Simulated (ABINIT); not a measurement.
Runs of ABINIT 10.8.3 (patched build) on HgTe (Coloradoite). Symmetry: F-43m, No. 216, cubic system. The conventional cell has a = 6.429 Å, b = 6.429 Å, c = 6.429 Å, α = 90.00°, β = 90.00°, γ = 90.00°. Hg (site symmetry -43m) has 4 Te at 2.78 Å as nearest neighbours. Te (site symmetry -43m) is surrounded by 4 Hg at 2.78 Å. 

| task | level | potentials or basis | cell | k mesh | cutoff (eV) | cell freedom (optcell) | optimiser (ionmov) | cutoff smearing ecutsm (Ha) | force stop (Ha/bohr) | stop of the response cycle (tolvrs) | gap on the mesh (eV) | pressure (GPa) | relaxed volume (Å³/atom) |
| --- | --- | --- | --- | --- | --- | --- | --- | --- | --- | --- | --- | --- | --- |
| relaxation of cell and atoms | PBEsol | PseudoDojo NC SR PBEsol v0.4.1 standard | relaxed | 5 × 5 × 5 | 1088 | 2 | 2 | 0.5 | 2e-05 | - | none | 0.0 | 34.66 |
| phonon dispersion | PBE | PseudoDojo NC SR PBE v0.4.1 standard | as given | 4 × 4 × 4, with 4 shifts | 952 | - | - | - | - | 1e-09 | - | 4.5 | - |
| relaxation of cell and atoms | LDA | PseudoDojo NC SR LDA v0.4.1 standard | relaxed | 5 × 5 × 5 | 1088 | 2 | 2 | 0.5 | 2e-05 | - | none | 0.0 | (a) |
| single point | PBEsol | PseudoDojo NC SR PBEsol v0.4.1 standard | as given | 5 × 5 × 5 | 925 | - | - | - | - | - | none | 1.7 | - |

Alike in all rows: no spin polarisation; smearing fermi-dirac 0.05 eV.

Estimate the missing entries.

(a) 33.46.

Caveats: the mesh is coarse for a metal's response (some runs); some modes are imaginary (some runs); the cell is more than 3 GPa from zero pressure, which shifts response properties (some runs); the cutoff is short for stress, so the pressure is rough (some runs).

A k mesh can miss the band edges, and the runs leave out spin-orbit coupling on Hg, Te.

A gap of «none» marks a metal or a gap under the smearing width.
